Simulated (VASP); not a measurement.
**AlN: relaxation of cell and atoms with PBEsol**

The system is AlN.

```
Al N
1.0
     1.65471   -2.86596    0.00000
     1.65471    2.86596    0.00000
     0.00000    0.00000    3.97131
Al N
2 2
Cartesian
  0.0000 0.0000 0.0000
  1.6547 -0.9553 1.9857
  0.0000 0.0000 1.9539
  1.6547 -0.9553 3.9395
```

The cell was built by a generator and needn't be a form met in nature.

```
Program                : VASP 6.6.1
Task                   : relaxation of cell and atoms
Functional             : PBEsol
Potentials or basis    : VASP PAW PBE potentials, release 64 (Al, N)
Cutoff                 : 600 eV
k mesh                 : 9 × 9 × 7
Occupations            : gaussian, width 0.01 eV
Spin                   : no spin polarisation
Target pressure        : 10 GPa
Dipole correction      : no
Further INCAR settings : ALGO = Normal; EDIFF = 1e-06; IBRION = 2; EDIFFG = -0.01; NSW = 70; ISIF = 8
Target pressure        : 10 GPa
```

The relaxed volume is 9.35 Å³/atom, the relaxed cell is a = 3.301 Å, b = 3.301 Å, c = 3.961 Å, α = 90.00°, β = 90.00°, γ = 120.00° and the space group after relaxing (to 0.05 Å) is P6_3/mmc (No. 194). The energy change on relaxing (the enthalpy is what falls) is +1.9 meV/atom and the ionic steps are 5. The pressure after relaxing is 10.0 GPa and the band gap on the k mesh is 3.75 eV, direct.

Stress tensor (GPa, compression positive):
```
 6.38  0.00  0.00
 0.00  6.38  0.00
 0.00  0.00 17.25
```

Step by step:
| step | energy change (eV) | largest force (eV/Å) | pressure (GPa) | volume (Å³) |
| --- | --- | --- | --- | --- |
| 1 | 0.0000 | 0.2569 | 8.24 | 37.67 |
| 2 | 0.0275 | 0.0596 | 12.03 | 37.10 |
| 3 | 0.0212 | 0.0959 | 11.32 | 37.20 |
| 4 | 0.0036 | 0.0335 | 9.52 | 37.46 |
| 5 | 0.0076 | 0.0005 | 10.00 | 37.39 |

Final structure:
```
Al N
1.0
     1.65062   -2.85887    0.00000
     1.65062    2.85887    0.00000
     0.00000    0.00000    3.96149
Al N
2 2
Direct
  0.00000 0.00000 0.99600
  0.66666 0.33334 0.49600
  0.00000 0.00000 0.49600
  0.66666 0.33334 0.99600
```

Levels at points of the mesh, in eV from the valence-band top:
| k point | band 5 | band 6 | band 7 | band 8 | band 9 | band 10 | band 11 | band 12 |
| --- | --- | --- | --- | --- | --- | --- | --- | --- |
| (0.00, 0.00, 0.00) | -3.43 | -1.42 | -1.42 | 0.00 | 3.75 | 4.89 | 8.42 | 8.42 |

It took 62 s on 1 thread of Intel(R) Xeon(R) Platinum 8559C (Emerald Rapids) (shared host), peak memory 0.19 GiB.

Caveat: the cell is relaxed towards a set pressure, so the enthalpy falls and the energy may rise; the PAW data sets were made with another functional, which shifts forces and pressure a little; an odd mesh through Γ misses points on the zone boundary, where band edges often lie.
